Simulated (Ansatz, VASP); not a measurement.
Given: the input of a run of Ansatz 0.2.0 on Ga.

The input input.yaml:

```yaml
crystal:
  lattice:
    - [1.45, -4.065, 0.0]
    - [1.45, 4.065, 0.0]
    - [0.0, 0.0, 3.17]
  atoms:
    - { symbol: Ga, position: [0.133, 0.867, 0.75] }
    - { symbol: Ga, position: [0.867, 0.133, 0.25] }
hamiltonian:
  xc: pbe
  pseudopotentials: { kind: paw }
kpoints:
  mp_grid: { grid: [10, 10, 8] }
scf:
  occupations: { method: fermi_dirac, width: 0.05 }
output:
  forces: true
  stress: true
  eigenvalues: true
```

Potentials or basis: Ansatz PAW.

Launch:

```bash
$ ansatz run input.yaml --threads 2 --pin off --max-ram 5120MiB --backend cpu --events-out ev --progress --plain --runs-dir out
```

Set up the same calculation for VASP 6.6.1. Potentials there: VASP PAW PBE potentials, release 64 (Ga_d).

As run (the cutoff follows the program's own potentials):

The input INCAR:

```
SYSTEM = Ga
PREC = Accurate ; ENCUT = 520
EDIFF = 1E-7 ; ISMEAR = -1
SIGMA = 0.05 ; LREAL = .False.
LASPH = .True. ; NELM = 60
ALGO = Normal ; ISIF = 2
LWAVE = .False. ; LCHARG = .True.
GGA = PE ; LELF = .True.
LVHAR = .True. ; NBANDS = 20
```

KPOINTS

```
Automatic mesh
0
Gamma
  10 10 8
  0 0 0
```

The input POSCAR:

```
Ga
1.0
    1.4500000000     -4.0650000000      0.0000000000
    1.4500000000      4.0650000000      0.0000000000
    0.0000000000      0.0000000000      3.1700000000
Ga
2
Direct
    0.1330000000      0.8670000000      0.7500000000
    0.8670000000      0.1330000000      0.2500000000
```

Potentials or basis: VASP PAW PBE potentials, release 64 (Ga_d).

Run with:

```console
$ cat potpaw_PBE.64/Ga_d/POTCAR > POTCAR
$ mpirun -np 1 vasp_std > vasp.out
```

Both were run:

|  | VASP | Ansatz | Ansatz less VASP |
| --- | --- | --- | --- |
| gap on the k mesh at the Fermi level (eV) | none | none | - |
| pressure (GPa) | 1.5 | 1.4 | -0.11 |
| largest component of the traceless stress (GPa) | 1.81 | 1.79 | -0.021 |
| rms of the force components (eV/Å) | 0.124 | 0.123 | -0.0007 |

Atom by atom the forces differ by 0.001 eV/Å (rms over components). A gap of «none» marks a metal or a gap that the smearing closes.
